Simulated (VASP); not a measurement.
Wanted: the native input for a VASP 6.6.1 run.

```yaml
Task: relaxation of cell and atoms
Functional: r2SCAN
Potentials_or_basis: VASP PAW PBE potentials, release 64 (Sr_sv, O)
Cutoff: 600 eV
k_mesh: 9 × 9 × 4
Occupations: gaussian, width 0.02 eV
Spin: no spin polarisation
Further_INCAR_settings: ALGO = Normal; EDIFF = 1e-07; IBRION = 2; EDIFFG = -0.005; NSW = 90; ISIF = 3
```

The structure of SrO lies in POSCAR:

```
SrO
1.0
    3.5532880900      0.0000000000      0.0000000000
   -1.7766440500      3.0772377500      0.0000000000
    0.0000000000      0.0000000000      6.2173039800
Sr O
2 2
Direct
    0.3333333300      0.6666666700      0.2500000000
    0.6666666700      0.3333333300      0.7500000000
    0.0000000000      0.0000000000      0.0000000000
    0.0000000000      0.0000000000      0.5000000000
```

Measurements of this composition are mostly on another form, of space group No. 225.

The input as run:

INCAR

```
SYSTEM = SrO
PREC = Accurate
ENCUT = 600
EDIFF = 1E-7
ISMEAR = 0
SIGMA = 0.02
LREAL = .False.
LASPH = .True.
NELM = 100
ALGO = Normal
ISIF = 3
LWAVE = .False.
LCHARG = .False.
METAGGA = R2SCAN
LMIXTAU = .True.
IBRION = 2
NSW = 90
EDIFFG = -0.005
```

KPOINTS

```
regular mesh
0
Gamma
  9 9 4
  0 0 0
```

Potentials or basis: VASP PAW PBE potentials, release 64 (Sr_sv, O).

The run is started by

```sh
$ cat potpaw_PBE.64/Sr_sv/POTCAR potpaw_PBE.64/O/POTCAR > POTCAR
$ mpirun -np 1 vasp_std > vasp.out
```

Results of the run:

```json
{
  "Pressure after relaxing": "0.0 GPa",
  "Band gap on the k mesh": "3.52 eV, indirect (least direct gap 3.67 eV)"
}
```

Caveat: the relaxation stopped at its first step, so nothing moved; the PAW data sets were made with another functional, which shifts forces and pressure a little; an odd mesh through Γ misses points on the zone boundary, where band edges often lie.

Run time: 2.6 min on 1 thread of Intel(R) Xeon(R) 6975P-C (Granite Rapids), on a shared host, peak memory 0.23 GiB.
